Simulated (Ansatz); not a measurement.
Relaxing rhenium (A15)

Theory: Ansatz 0.2.0, DFT, RPBE, plane waves (420 eV) with PAW, scalar-relativistic. (PAW data from PBE, frozen cores regenerated.)

k-point mesh 5×5×5, Fermi-Dirac smearing 0.1 eV, no spin polarisation. Cell and atoms relax.

Starting structure:

```yaml
crystal:
  lattice:
    - [4.9008704344, 0.0, 0.0]
    - [0.0, 4.9008704344, 0.0]
    - [0.0, 0.0, 4.9008704344]
  atoms:
    - { symbol: Re, position: [0.0, 0.0, 0.0] }
    - { symbol: Re, position: [0.5, 0.5, 0.5] }
    - { symbol: Re, position: [0.25, 0.0, 0.5] }
    - { symbol: Re, position: [0.75, 0.0, 0.5] }
    - { symbol: Re, position: [0.5, 0.25, 0.0] }
    - { symbol: Re, position: [0.5, 0.75, 0.0] }
    - { symbol: Re, position: [0.0, 0.5, 0.25] }
    - { symbol: Re, position: [0.0, 0.5, 0.75] }
hamiltonian:
  xc: rpbe
  pseudopotentials:
    kind: paw
    azcp:
      Re: "pseudopotentials/Re.paw.azcp"
basis:
  ecutwfc: 420
  fft_grid_basis: typed
kpoints:
  mp_grid: { grid: [5, 5, 5], shift: [0, 0, 0] }
magnetization:
  spin_polarized: false
scf:
  occupations: { method: fermi_dirac, width: 0.1 }
relax:
  max_steps: 60
  f_tol: 0.01
  cell: {}
output:
  write_density: true
  write_potential: true
  elf: true
  volumetric_format: npy
```

The pressure at the start is 15.9 GPa. By how much does the volume change?

From 14.71 to 15.35 Å³ per atom, 4.3 %. The final cell has a = 4.971 Å.

How much energy does the relaxation gain?

30.3 meV per atom.

Path of the relaxation (the plane waves are chosen anew near the end, which can shift the energy a little):

| step | E − E(final) (meV/atom) | V (Å³/atom) | P (GPa) | max force (eV/Å) |
| --- | --- | --- | --- | --- |
| 0 | 30.35 | 14.714 | 15.87 | 0.000 |
| 1 | 1.81 | 15.468 | -2.53 | 0.000 |
| 2 | 0.75 | 15.351 | 0.01 | 0.000 |
| 3 | 0.00 | 15.351 | 0.00 | 0.000 |
